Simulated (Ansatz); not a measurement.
# CdS (Greenockite) (P6_3mc) in Ansatz: a series of runs

The runs below take CdS (Greenockite) through band structure, with PBEsol0, r2SCAN0, r2SCAN50, HF.

Everything below comes from runs of Ansatz 0.2.0. Logs are shortened: lines on timing, memory, paths and dates and some standing lists are left out, and cuts for length are marked.

**1. Starting point**

It takes space group P6_3mc (No. 186, hexagonal). Conventional cell: a = 4.150 Å, b = 4.150 Å, c = 6.737 Å, α = 90.00°, β = 90.00°, γ = 120.00°. Cd (site symmetry 3m) has 4 S at 2.53 to 2.54 Å as nearest neighbours. Around S (site symmetry 3m) lie 4 Cd at 2.53 to 2.54 Å.

**2. Band structure, PBEsol0**

File input.yaml:

```yaml
crystal:
  lattice:
    - [4.15, 0.0, 0.0]
    - [-2.075, 3.5940054257, 0.0]
    - [0.0, 0.0, 6.737]
  atoms:
    - { symbol: Cd, position: [0.6666666667, 0.3333333333, 0.5] }
    - { symbol: Cd, position: [0.3333333333, 0.6666666667, 0.0] }
    - { symbol: S, position: [0.6666666667, 0.3333333333, 0.875] }
    - { symbol: S, position: [0.3333333333, 0.6666666667, 0.375] }
hamiltonian:
  xc: { exchange: pbesol, correlation: pbesol, exx: { coeff: 0.25 } }
  pseudopotentials: { kind: paw }
kpoints:
  mp_grid: { grid: [4, 4, 2] }
  band_path:
    path:
      - [[0.0, 0.0, 0.0], [0.5, 0.0, 0.0], [0.3333333333, 0.3333333333, 0.0], [0.0, 0.0, 0.0], [0.0, 0.0, 0.5], [0.5, 0.0, 0.5], [0.3333333333, 0.3333333333, 0.5], [0.0, 0.0, 0.5]]
      - [[0.5, 0.0, 0.5], [0.5, 0.0, 0.0]]
      - [[0.3333333333, 0.3333333333, 0.0], [0.3333333333, 0.3333333333, 0.5]]
    npoints: 4
scf:
  occupations: { method: fermi_dirac, width: 0.05 }
  n_extra_bands: 10
output:
  forces: true
  stress: true
  eigenvalues: true
  fatbands: false
```

Potentials or basis: Ansatz PAW.

Started as:

```bash
$ ansatz run input.yaml --threads 2 --pin off --max-ram 5632MiB --backend cpu --events-out ev --progress --plain --runs-dir out
```

The log of the run:

```text
Warning: output.stress: scf.convergence.dr2_threshold = 1e-7 eV (the SCF's general default) is looser than the 4e-10 eV advised for a printed stress (1e-10 eV for each atom of the cell: 4). What an SCF threshold leaves in a stress goes as its square root, and in the free energy as the threshold itself, and one threshold admits the most on a small cell: of the crystals measured, under no hybrid functional and no lock of the moments, on runs that ended without the residual-converged pass, on stresses that held no estimate of that error, the worst erred by over 100 MPa in a component at 1e-7 eV an atom and by under 5 at 1e-10. Set scf.convergence.dr2_threshold to 4e-10 eV or tighter. The threshold is an SCF's pass mark: one that does not reach it within its budget of iterations ends unconverged, or closes short of it on a stop that the run arms, and scf.convergence.dr2_threshold's page says what that costs each kind of run
Warning: output.stress: scf.exx.energy_threshold = 1e-6 eV is looser than the 4e-8 eV advised for a stress under a hybrid functional (1e-8 eV for each atom of the cell: 4). Every SCF of the exchange loop can meet its threshold on dr2 while the loop round them stops early: no threshold on dr2 bounds what that leaves in the stress. Set scf.exx.energy_threshold to 4e-8 eV or tighter. The threshold is the loop's pass mark: a loop that does not reach it within its budget of cycles ends unconverged, and scf.exx.energy_threshold's page has the law
Warning: RAYON_NUM_THREADS=2 ignored (pool sized by the plan → 2); use --threads N
scf.n_extra_bands = 10 over 26 filled bands (N_el = 52.0): the run solves 36 bands
Engine: ansatz 0.2.0, x86_64-unknown-linux-gnu
Pseudopotentials: kind: paw
Pseudopotential: Cd, paw, valence charge 20, recommended cutoff 420 eV (normal), Cd.paw.azcp
Pseudopotential: S, paw, valence charge 6, recommended cutoff 420 eV (normal), S.paw.azcp
Functional definition: unnamed
  parameter a_1 = 0.25
  exchange = (1 - a_1)*pbe_x(mu = 0.12345679012345678) + a_1*exact_x
  correlation = pbe_c(beta = 0.046)
Crystal: 4 atoms, lattice volume = 100.483 Å³
Basis set: ecut = 420 eV, 1973 PW (Γ), exchange–correlation on 60×60×96 points (8 copies of the dense FFT grid, shifted against one another)
Bands: 36, of which v1, the nominal top of the filled ones, is band 26 counted from 1 (25 counted from 0)
Symmetry: 12 space group operations
Space group: P63mc (ITA 186), of the structure as read, at distance tolerance 4.6e-5 Å
k-points: 8 of 32
Non-local potential: Cd, projectors of the file, l = 0: 3, l = 1: 2, l = 2: 2, l = 3: 1
Non-local potential: S, projectors of the file, l = 0: 2, l = 1: 2, l = 2: 2
PAW form: soft (Blöchl's): semilocal exchange-correlation on the pseudo side does not see the compensation charge
PAW frozen core: Cd, regenerated for the run's functional, and the local potential with it (the file was generated under x = pbe(κ = 0.804, μ = 0.2195149727645171), c = pbe(β = 0.06672455060314922))
PAW frozen core: S, regenerated for the run's functional, and the local potential with it (the file was generated under x = pbe(κ = 0.804, μ = 0.2195149727645171), c = pbe(β = 0.06672455060314922))
PAW one-centre angular grid: Cd, 590 points (default); XC on 64 Gauss nodes
PAW one-centre angular grid: S, 110 points (default); XC on 64 Gauss nodes
Initial density: superposition of atomic densities (neutral atoms: chi_scale 0, normalization atom), corrected by the library's trained network
Initial wavefunctions: pseudopotential atomic-orbital guess
Functional: x = pbesol(κ = 0.804, μ = 0.12345679012345678), c = pbesol(β = 0.046), warm-up for x = 0.75 pbesol(κ = 0.804, μ = 0.12345679012345678) + 0.25 exact, c = pbesol(β = 0.046)
SCF iter   1: F=—  HF=-18140.418677 eV  |F-HF|=—  |Δ(HF+E_count)|=         —  Δρ=5.97e-3  dr2=4.21e-2  ethr=1.77e-3  ⟨swp⟩=12.2  Hψ=1448  notcnv=0
preconditioner: auto → none  [insulator: Δε(μ)=0.979 eV  Ē_g=12.956 eV  σ=0.050 eV  W_gap=1.00  n_scr=22 (ndim 8)  ℏωp=22.2 eV  f_vac=0.131  D(μ)=0.00/eV (n_scr^D=0)]
iter 2 solved again at ethr=9.12e-7 eV; its pass at ethr=8.09e-5 eV (dr2=4.74e-4 eV) is discarded
SCF iter   2: F=—  HF=-18140.404946 eV  |F-HF|=—  |Δ(HF+E_count)|=   1.37e-2  Δρ=9.72e-4  dr2=4.75e-4  ethr=9.12e-7  ⟨swp⟩=2.5  Hψ=1253  notcnv=0
SCF iter   3: F=-18140.404917 eV  HF=-18140.404883 eV  |F-HF|=3.46e-5  |Δ(HF+E_count)|=   6.30e-5  Δρ=3.96e-4  dr2=6.87e-5  ethr=9.12e-7  ⟨swp⟩=3.0  Hψ=552  notcnv=0
SCF 1 stopped early in 3 iterations: F = -18140.404917 eV  dr2 = 6.87e-5
Initial density: handed on by an earlier stage of this run
Initial wavefunctions: those handed on with the density
Functional: x = 0.75 pbesol(κ = 0.804, μ = 0.12345679012345678) + 0.25 exact, c = pbesol(β = 0.046)
Frozen-core exchange: fock
SCF iter   1: F=—  HF=-18197.925592 eV  |F-HF|=—  |Δ(HF+E_count)|=         —  Δρ=6.74e-3  dr2=3.85e-2  ethr=1.32e-6  ⟨swp⟩=6.5  Hψ=1350  notcnv=0
preconditioner: auto → none  [insulator: Δε(μ)=2.714 eV  Ē_g=15.866 eV  σ=0.050 eV  W_gap=1.00  n_scr=22 (ndim 8)  ℏωp=22.2 eV  f_vac=0.123  D(μ)=0.00/eV (n_scr^D=0)]
SCF iter   2: F=—  HF=-18197.913947 eV  |F-HF|=—  |Δ(HF+E_count)|=   1.16e-2  Δρ=2.00e-3  dr2=5.45e-3  ethr=1.32e-6  ⟨swp⟩=4.0  Hψ=909  notcnv=0
SCF iter   3: F=—  HF=-18197.934225 eV  |F-HF|=—  |Δ(HF+E_count)|=   2.03e-2  Δρ=1.68e-3  dr2=2.38e-3  ethr=1.32e-6  ⟨swp⟩=4.0  Hψ=795  notcnv=0
SCF iter   4: F=—  HF=-18197.933596 eV  |F-HF|=—  |Δ(HF+E_count)|=   6.30e-4  Δρ=3.94e-4  dr2=1.66e-4  ethr=1.32e-6  ⟨swp⟩=3.0  Hψ=646  notcnv=0
SCF iter   5: F=—  HF=-18197.934040 eV  |F-HF|=—  |Δ(HF+E_count)|=   4.44e-4  Δρ=1.67e-4  dr2=2.57e-5  ethr=1.75e-7  ⟨swp⟩=3.0  Hψ=647  notcnv=0
SCF iter   6: F=-18197.934033 eV  HF=-18197.934034 eV  |F-HF|=7.35e-7  |Δ(HF+E_count)|=   6.14e-6  Δρ=2.11e-5  dr2=2.80e-6  ethr=3.76e-8  ⟨swp⟩=3.0  Hψ=641  notcnv=0
SCF 2 stopped early in 6 iterations: F = -18197.934033 eV  dr2 = 2.80e-6
  Residual-converged pass: ⟨swp⟩=3.4  Hψ=709  notcnv=0  max |occ|·‖R‖ = 6.3e-6 eV (tolerance 6.7e-6 eV)  dr2=2.79e-6  dr2_onsite=2.46e-8  max |Δocc| = 4.7e-18
hybrid outer 1: dexx = +2.402e-2 eV, tail = 5.87e-5 eV
Frozen-core exchange: fock
SCF iter   1: F=—  HF=-18197.934230 eV  |F-HF|=—  |Δ(HF+E_count)|=         —  Δρ=5.73e-5  dr2=1.10e-6  ethr=5.65e-7  ⟨swp⟩=4.9  Hψ=701  notcnv=0
preconditioner: auto → none  [insulator: Δε(μ)=2.761 eV  Ē_g=15.798 eV  σ=0.050 eV  W_gap=1.00  n_scr=22 (ndim 8)  ℏωp=22.2 eV  f_vac=0.128  D(μ)=0.00/eV (n_scr^D=0)]
SCF iter   2: F=—  HF=-18197.934230 eV  |F-HF|=—  |Δ(HF+E_count)|=   1.51e-7  Δρ=1.66e-5  dr2=2.12e-7  ethr=1.92e-9  ⟨swp⟩=3.6  Hψ=709  notcnv=0
SCF iter   3: F=—  HF=-18197.934230 eV  |F-HF|=—  |Δ(HF+E_count)|=   3.39e-7  Δρ=5.63e-6  dr2=2.74e-8  ethr=2.48e-10  ⟨swp⟩=3.5  Hψ=713  notcnv=0
SCF iter   4: F=—  HF=-18197.934230 eV  |F-HF|=—  |Δ(HF+E_count)|=   9.86e-9  Δρ=1.44e-6  dr2=2.93e-9  ethr=4.72e-11  ⟨swp⟩=3.0  Hψ=598  notcnv=0
SCF iter   5: F=-18197.934230 eV  HF=-18197.934230 eV  |F-HF|=5.24e-10  |Δ(HF+E_count)|=   8.11e-9  Δρ=6.68e-7  dr2=8.02e-10  ethr=2.28e-12  ⟨swp⟩=4.0  Hψ=717  notcnv=0  defer=1
SCF 3 converged in 5 iterations: F = -18197.934230 eV  dr2 = 8.02e-10
  Residual-converged pass: ⟨swp⟩=2.8  Hψ=512  notcnv=0  max |occ|·‖R‖ = 6.2e-7 eV (tolerance 6.3e-7 eV)  dr2=8.01e-10  dr2_onsite=1.54e-11  max |Δocc| = 3.4e-21
hybrid outer 2: dexx = +8.301e-7 eV, tail = 5.98e-8 eV, Δε = 3.23e-3 eV (about 1.21e-4 eV left of the loop's levels), ΔF = 5.48e-4 eV/Å (tail 2.92e-4)
NSCF: frozen V_eff on 39 k-points
hybrid SCF converged: 2 outer / 11 inner (+3 warm-up), last move |dexx| = 8.30e-7 eV, tail = 5.98e-8 eV
Stability not checked: this state was not tested for a lower state beside it, because the functional holds exact exchange (a hybrid, or Hartree-Fock), whose exchange loop this test does not read (fock_operator; see scf.lower_state_search)
Free energy (F): -18197.934231 eV
Frozen-core exchange: fock
Harris-Foulkes:  -18197.934231 eV  (|F-HF|=5.24e-10)
Internal energy: -18197.934231 eV  (E = F + TS)
E sigma→0 (E₀):  -18197.934231 eV
Fermi energy:    7.038719 eV
--- Per-component energies (eV) ---
  E_band       = -1173.889609
  E_kinetic    = 1224.281128
  E_local      = -8082.655945  (includes V_loc(G=0)·N_el)
  E_nonlocal   = 132.586522
  E_hartree    = 3709.566584
  E_xc         = -418.476212
  E_vxc        = -475.070180  (∫ρ·V_xc dr)
  E_exx        = -220.712047  (= α·E_x^exact, valence–valence)
  E_paw        = -9159.339968  (= ΣΔE_a)
  E_vpaw       = -950.743323  (= ΣTr[D̂ρ^β])
  E_aug_tail   = 0.000029  (compensation charges beyond the density's cutoff)
  E_ewald      = -5382.392226
  E_core_change = -0.792095  (= ΣΔE_core)
  E_smearing   = -0.000000  (= −TS)
  E_closure    = -0.000000  (closes the sum)
  Σ components = -18197.934231   (vs F -18197.934231, Δ=-3.64e-12)
--- Forces (eV/Å), atoms counted from 1 ---
  atom   1  Cd    -0.00000000    -0.00000000    -0.05879710
  atom   2  Cd     0.00000000     0.00000000    -0.05879710
  atom   3  S      0.00000000    -0.00000000     0.05881561
  atom   4  S      0.00000000     0.00000000     0.05881561
  max |Σ_I F_I| component: 3.70e-5 eV/Å
--- Stress (GPa, compression-positive) ---
       -1.476877       0.000000      -0.000000
       -0.000000      -1.476877       0.000000
       -0.000000       0.000000      -1.141911
  P = ⅓ Tr σ = -1.3652 GPa (-13.652 kbar)
--- Band table (eV; the first three rows and the last of 8) ---
  k-point 0: bands = ["-100.6726", "-100.6726", "-60.4186", "-60.4186", "-60.4185", "-60.4185", "-60.4184", "-60.4182", "-7.9174", "-7.4555", "-3.2638", "-3.2421", "-3.2421", "-3.1548", "-3.1548", "-2.8329", "-2.8329", "-2.7470", "-2.7470", "-2.3668", "0.8933", "4.7987", "4.7987", "5.5933", "5.6361", "5.6361", "8.3970", "10.1013", "13.8929", "13.8929", "14.2423", "15.0855", "15.0855", "15.1438", "17.3237", "17.3237"]
  k-point 1: bands = ["-100.6726", "-100.6726", "-60.4185", "-60.4185", "-60.4185", "-60.4185", "-60.4183", "-60.4183", "-7.6796", "-7.6796", "-3.2051", "-3.2051", "-3.2051", "-3.2051", "-3.0103", "-3.0103", "-2.7842", "-2.7842", "-2.7842", "-2.7842", "2.9839", "2.9839", "5.2015", "5.2015", "5.2015", "5.2015", "10.1453", "10.1453", "13.5605", "13.5605", "14.2517", "14.2517", "14.2517", "14.2517", "18.5585", "18.5585"]
  k-point 2: bands = ["-100.6726", "-100.6726", "-60.4187", "-60.4186", "-60.4185", "-60.4185", "-60.4183", "-60.4182", "-7.7110", "-7.3767", "-3.1983", "-3.1759", "-3.0844", "-3.0515", "-3.0267", "-2.8702", "-2.8204", "-2.7978", "-2.7310", "-2.2315", "1.3009", "2.9982", "3.5857", "4.1549", "5.1000", "5.2348", "10.2603", "11.3777", "12.8550", "13.7810", "14.4913", "14.8326", "15.4897", "15.8999", "16.3255", "17.3396"]
  k-point 7: bands = ["-100.6726", "-100.6726", "-60.4188", "-60.4188", "-60.4184", "-60.4184", "-60.4182", "-60.4182", "-7.3905", "-7.3905", "-3.0914", "-3.0914", "-3.0515", "-3.0515", "-2.8728", "-2.8728", "-2.7804", "-2.7804", "-2.3406", "-2.3406", "1.4875", "1.4875", "3.4460", "3.4460", "4.3612", "4.3612", "11.6268", "11.6268", "13.2538", "13.2538", "14.0901", "14.0901", "15.7025", "15.7025", "18.1912", "18.1912"]
```

It took 6.1 min on 2 threads of Intel Xeon at 2.50GHz (Skylake/Cascade Lake), shared host; peak memory 0.95 GiB.

What came out:

| Item | Value |
| --- | --- |
| Free energy | -18197.9342 eV |
| Pressure | -1.4 GPa |
| Largest force | 0.059 eV/Å |
| Band gap on the k mesh | 2.76 eV, direct |
| Band gap along the path | 2.76 eV, direct |

Forces in eV/Å, atoms in the order of the input:
```
Cd   0.000  0.000 -0.059
Cd   0.000  0.000 -0.059
S    0.000  0.000  0.059
S    0.000  0.000  0.059
```

Levels at the corners of the path, in eV from the valence-band top:
```
point  band 22  band 23  band 24  band 25  band 26  band 27  band 28  band 29  band 30  band 31
    Γ    -0.84    -0.84    -0.04     0.00     0.00     2.76     4.47     8.26     8.26     8.61
    M    -3.77    -2.88    -2.03    -1.41    -0.80     5.45     5.52     6.68     8.29     8.77
    K    -3.92    -3.36    -2.02    -2.02    -1.78     6.14     7.05     7.05     8.79     9.20
    Γ    -0.84    -0.84    -0.04     0.00     0.00     2.76     4.47     8.26     8.26     8.61
    A    -2.65    -0.43    -0.43    -0.43    -0.43     4.51     4.51     7.92     7.92     8.62
    L    -4.47    -1.45    -1.45    -1.43    -1.43     5.09     5.09     7.12     7.12     9.71
    H    -4.32    -2.64    -2.64    -1.20    -1.20     6.15     6.15     7.70     7.70     8.36
    A    -2.65    -0.43    -0.43    -0.43    -0.43     4.51     4.51     7.92     7.92     8.62
    L    -4.47    -1.45    -1.45    -1.43    -1.43     5.09     5.09     7.12     7.12     9.71
    M    -3.77    -2.88    -2.03    -1.41    -0.80     5.45     5.52     6.68     8.29     8.77
    K    -3.92    -3.36    -2.02    -2.02    -1.78     6.14     7.05     7.05     8.79     9.20
    H    -4.32    -2.64    -2.64    -1.20    -1.20     6.15     6.15     7.70     7.70     8.36
```

Caveat: the k mesh is coarse (spacing up to 0.47 Å⁻¹), so the values aren't converged, least of all with exact exchange; the PAW data sets come from PBE, with cores solved anew for the run's functional, which leaves a small shift of forces and pressure; the thresholds are loose for stress.

(Part 1 of 2 ends here.)
